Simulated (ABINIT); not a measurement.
Input of an ABINIT 10.8.3 (patched build) run:

run.abi

```
# Datasets: one volume each
ndtset 7
getwfk -1
scalecart1 3*0.9795861087
scalecart2 3*0.9864848297
scalecart3 3*0.9932883884
scalecart4 3*1.0000000000
scalecart5 3*1.0066227096
scalecart6 3*1.0131594038
scalecart7 3*1.0196128224

# Pseudopotentials
pp_dirpath "./"
pseudos "Cu.LDA_PW-JTH.xml"

# Structure
acell 2.556191014 2.556191014 2.556191014 Angstrom
rprim
     0.0000000000     0.7071067812     0.7071067812
     0.7071067812     0.0000000000     0.7071067812
     0.7071067812     0.7071067812     0.0000000000
ntypat 1
znucl 29
natom 1
typat 1
xred
     0.0000000000     0.0000000000     0.0000000000

# Plane-wave basis
ecut 20.0
pawecutdg 40.0

# k points
kptopt 1
ngkpt 13 13 13
nshiftk 1
shiftk 0.0 0.0 0.0

# Exchange and correlation
ixc 7

# Bands and occupations
nband 14
occopt 3
tsmear 0.05 eV

# SCF cycle
nstep 100
tolvrs 1.0e-9

# Output
iomode 3
prtwf 1
prtden 0
prteig 0
prtebands 0
enunit 2
```

Potentials or basis: JTH PAW LDA v2.0.

Run with:

```bash
$ abinit run.abi > log 2>&1
```

Question: What does it give for the equilibrium volume?

Answer: 10.89 Å³/atom (rough: see the caveat).

Question: Estimate the bulk modulus.

Answer: 191 GPa (rough).

Energy against volume, from the lowest point:
```tsv
volume (Å³/atom)	energy (meV/atom)
11.102	0.00
11.338	8.11
11.574	19.95
11.810	36.67
12.047	56.87
12.283	80.57
12.519	106.32
```

Caveat: the cutoff is too short for stress, so the log's stress isn't used; pressures at fixed basis lie under the slope of the energies; the minimum lies outside the volumes run.
